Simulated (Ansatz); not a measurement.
**A Si vacancy next to a Si vacancy in diamond Si, 62 atoms, charge −2**

All numbers come from Ansatz (PAW, plane waves, no spin–orbit coupling) at the single k point (¼, ¼, ¼) without its symmetry partners. The atoms were relaxed with PBEsol in a fixed cell; other functionals are single points on those atoms unless said otherwise. The valence top and gap of the host come from its small cell on a dense mesh, with the band extrema sought between the mesh points, lined up by the mean potential, PBEsol gap 0.46 eV, r²SCAN gap 0.76 eV. The charge correction uses an assumed dielectric constant of 11.7.

Cell: a = 10.866 Å, b = 10.866 Å, c = 10.866 Å, α = 90.00°, β = 90.00°, γ = 90.00°.

Nearest atoms after relaxation, from the placed atom (for vacancies from the middle of the vacant sites): Si at 2.67 Å, Si at 2.67 Å, Si at 2.68 Å, Si at 2.68 Å, Si at 2.68 Å, Si at 2.68 Å.

Chemical potentials μ are those of reference phases of the elements at zero temperature by the same functional (the usual solids, diamond for C, grey Sn, and the molecules H2, N2, O2, F2, Cl2, Br2 and S8).

| functional | E(defect) − E(host) − Σ nμ + q·E_VBM (eV) | monopole (eV) | alignment (eV) | formation energy at E_F = VBM (eV) | moment (μB) | wall time, shared host |
| --- | --- | --- | --- | --- | --- | --- |
| PBEsol | 5.65 | 0.64 | 0.33 | 6.62 | 0 (no spin) | 23 s on NVIDIA H100 (relaxation) |

**Question.** Estimate the formation energy and moment that r²SCAN gives on these atoms.

**Answer.** 7.52 eV at E_F = VBM (6.53 eV before the monopole term 0.64 eV and the alignment 0.35 eV), moment 0 (no spin).

**Question.** How does the monopole term follow by hand for this cubic cell?

**Answer.** q²·α·e²/(4πε₀)/(2εL) with the Madelung constant α = 2.837 and e²/4πε₀ = 14.40 eV·Å: 4 × 2.837 × 14.40 / (2 × 11.7 × 10.866) = 0.64 eV.

r²SCAN one-electron levels near the gap (the ten most localised at most), from the host's valence top, not corrected for the charge's images:

```
level (eV)  spin  filling  atoms sharing it  element of the atom with most weight
      0.37  both     2.00              18.5                                    Si
      0.37  both     2.00              18.6                                    Si
      0.57  both     0.00              25.9                                spread
      0.57  both     0.00              25.9                                spread
      1.00  both     0.00              61.3                                spread
      1.00  both     0.00              61.3                                spread
```

The runs had no spin polarisation though PBEsol leaves holes or close levels at the Fermi level; a state of higher spin may be lower.

One k point and a cell of this size can leave errors of several tenths of an eV in such numbers.

The doubly negative divacancy costs 6.62 eV in PBEsol and 7.52 eV in r²SCAN with the Fermi level at the valence top. This cost falls as the Fermi level rises, by twice the shift, because the defect holds two extra electrons. The functionals differ almost entirely before the corrections, probably through both the cost of broken bonds and the position of the valence top.

Removing two adjacent atoms leaves six dangling bonds, whose combinations include two degenerate pairs. The two extra electrons complete the lower pair, which matches the filled levels at 0.37 eV, near mid-gap. A full pair gives no first-order Jahn–Teller drive, in keeping with the nearly equal distances of 2.67 to 2.68 Å. The empty pair at 0.57 eV may be the upper combination, but it lies too close to the conduction band and is too spread out for a firm assignment. Without the energies of other charge states, these levels don't establish where the divacancy captures its second electron.
